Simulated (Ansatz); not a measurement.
Al: energy above lowest point and pressure against volume per atom

All results are calculated (Ansatz 0.2.0 development build). Equation of state of a cubic crystal from periodic Kohn-Sham density functional theory without spin; pressure corrected for the finite basis.

Cell of the first row (space group Pm-3m, No. 221):
```
Al
1.0
      2.6666     0.0000     0.0000
      0.0000     2.6666     0.0000
      0.0000     0.0000     2.6666
Al
1
Direct
  0.00000 0.00000 0.00000
```

Settings of every row: formula Al; structure type simple cubic; functional PBE; spin treatment none; k mesh 14x14x14; occupation method fermi-dirac; occupation width 0.061225619 eV; wave cutoff 420 eV; datasets soft-1 PAW; density cutoff ratio 4.

Limits: a cubic model structure, not a phase known at ambient conditions; modest k-mesh, values are not fully converged in k.

| row | volume per atom (Å³) | energy above lowest point (meV/atom) | pressure (GPa) |
| --- | --- | --- | --- |
| 1 | 18.961 | 14.92 | 4.049 |
| 2 | 19.364 | 6.58 | 2.602 |
| 3 | 19.767 | 1.71 | 1.288 |
| 4 | 20.171 | 0 | 0.091 |
| 5 | 20.574 | 1.15 | -0.985 |
| 6 | 20.978 | ? | ? |
| 7 | 21.381 | 10.89 | -2.822 |

Question: what energy above lowest point and pressure should row 6 give?

Worked fit of energy above lowest point. Take u = (V_r/V)^(2/3) − 1 with V_r = 19.969 Å³ an atom, which is twice the finite (Eulerian) strain; such expansions in the strain, on which the Birch-Murnaghan equation of state is built, carry the rest volume and the bulk modulus. The shown rows have u = 0.03513, 0.02072, 0.0068, -0.00669, -0.0197, -0.04453. Least squares give energy above lowest point = 0.487 + 126.51 × u + 8090.2 × u² meV/atom; a straight line predicts inner rows, each left out in turn, worse (root mean square 5.1 against 0.014 meV/atom). The rows lie off it by 0.00, 0.00, -0.01, 0.00, 0.02, -0.01. Its lowest point lies at u = -0.0078, or V = 20.21 Å³ an atom, and the curvature there gives the bulk modulus at fixed shape and fractions, B = (4/9)(1 + u)² E″(u)/V = 56.1 GPa. The withheld row has u = -0.03233, so the fit gives 0.487 + 126.51 × (-0.03233) + 8090.2 × (-0.03233)² = 4.85 meV/atom.

The calculation gave 4.87 meV/atom. The fit lies 0.02 meV/atom (0.13 % of the column's range) below it; its largest miss of a shown row is 0.02 meV/atom.

Worked fit of pressure. Take u = (V_r/V)^(2/3) − 1 with V_r = 19.969 Å³ an atom, which is twice the finite (Eulerian) strain; such expansions in the strain, on which the Birch-Murnaghan equation of state is built, carry the rest volume and the bulk modulus. The shown rows have u = 0.03513, 0.02072, 0.0068, -0.00669, -0.0197, -0.04453. Least squares give pressure = 0.6745 + 88.615 × u + 218.33 × u² − 188 × u³ GPa; a parabola predicts inner rows, each left out in turn, worse (root mean square 0.0039 against 0.0011 GPa). The rows lie off it by 0.000, -0.001, 0.001, 0.000, 0.000, 0.000. The pressure vanishes at u = -0.0078, or V = 20.2 Å³ an atom, and there the bulk modulus at fixed shape and fractions is B = −V dP/dV = (2/3)(1 + u) dP/du = 56.4 GPa. The withheld row has u = -0.03233, so the fit gives 0.6745 + 88.615 × (-0.03233) + 218.33 × (-0.03233)² − 188 × (-0.03233)³ = -1.956 GPa.

The calculation gave -1.947 GPa. The fit lies 0.009 GPa (0.13 % of the column's range) below it; its largest miss of a shown row is 0.001 GPa.
